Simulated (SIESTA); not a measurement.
Crystal: Mo.

```
Mo
1.0
    -1.58381    1.58381    1.58381
     1.58381   -1.58381    1.58381
     1.58381    1.58381   -1.58381
Mo
1
Cartesian
  0.0000 0.0000 0.0000
```

Base run:

```yaml
Program: SIESTA 5.4.2
Functional: PBE
Potentials_or_basis: PseudoDojo 0.4 standard (PBE files)
Basis: DZ (energy shift 0.003 Ry; two zetas on semicore shells)
Grid_cutoff: 800 Ry
Energy_shift: 0.003 Ry
k_mesh: 12 × 12 × 12
Occupations: fermi-dirac, width 0.05 eV
Spin: no spin polarisation
```

Its results: band gap on the k mesh none (metal or under the smearing width); pressure -0.1 GPa.

Problem. The run is repeated on the same cell with these changes: basis from DZ (energy shift 0.003 Ry; two zetas on semicore shells) to DZP (energy shift 0.003 Ry; two zetas on semicore shells). What comes out?

Solution. Band gap on the k mesh none (metal or under the smearing width); pressure 1.0 GPa.

Caveats: the basis of atomic orbitals isn't converged, which shifts pressures, moduli and gaps; the basis has no polarisation orbitals (some runs).

Not every run made on this cell is shown here.
